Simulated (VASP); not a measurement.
Write the native input for VASP 6.6.1 that does the following.

```yaml
Task: atomic charges
Functional: PBEsol
Potentials_or_basis: VASP PAW PBE potentials, release 64 (Cd, O)
Cutoff: 520 eV
k_mesh: 9 × 9 × 7
Occupations: gaussian, width 0.02 eV
Spin: no spin polarisation
Further_INCAR_settings: ALGO = Normal; EDIFF = 1e-07
```

The structure of CdO2 lies in POSCAR:

```
CdO2
1.0
    3.4762295762      0.0000000000      0.0000000000
   -1.7381147881      3.0105031223      0.0000000000
    0.0000000000      0.0000000000      4.1480760000
Cd O
1 2
Direct
    0.0000000000      0.0000000000      0.0000000000
    0.3333333333      0.6666666667      0.2442190000
    0.6666666667      0.3333333333      0.7557810000
```

The cell comes from a database or a generator and needn't be the stable form of this composition.

One way to write it, as run:

INCAR

```
PREC     = Accurate       # precision mode
ENCUT    = 520            # plane-wave cutoff, eV
EDIFF    = 1E-7           # SCF threshold, eV
ISMEAR   = 0              # smearing method
SIGMA    = 0.02           # smearing width, eV
LREAL    = False          # projectors in reciprocal space
LASPH    = True           # aspherical terms in the spheres
NELM     = 60             # most SCF steps
ALGO     = Normal         # electronic algorithm
ISIF     = 2              # what is computed and relaxed
LWAVE    = False          # write WAVECAR
LCHARG   = True           # write CHGCAR
GGA      = PS             # functional
LORBIT   = 11             # projections on sites
LELF     = True           # ELF
LVHAR    = True
```

KPOINTS

```
Automatic mesh
0
Gamma
  9 9 7
```

Potentials or basis: VASP PAW PBE potentials, release 64 (Cd, O).

The run is started by

```bash
$ cat potpaw_PBE.64/Cd/POTCAR potpaw_PBE.64/O/POTCAR > POTCAR
$ mpirun -np 1 vasp_std > vasp.out
```

Results of the run:

- Pressure: -9.4 GPa
- Largest force: 0.177 eV/Å
- Band gap on the k mesh: none (metal or under the smearing width)
- Valence electrons inside the program's atomic spheres: Cd 10.18; O 4.76

Caveat: the PAW data sets were made with another functional, which shifts forces and pressure a little.

It took 19 s on 1 thread of Intel(R) Xeon(R) 6975P-C (Granite Rapids) (shared host), peak memory 0.19 GiB.
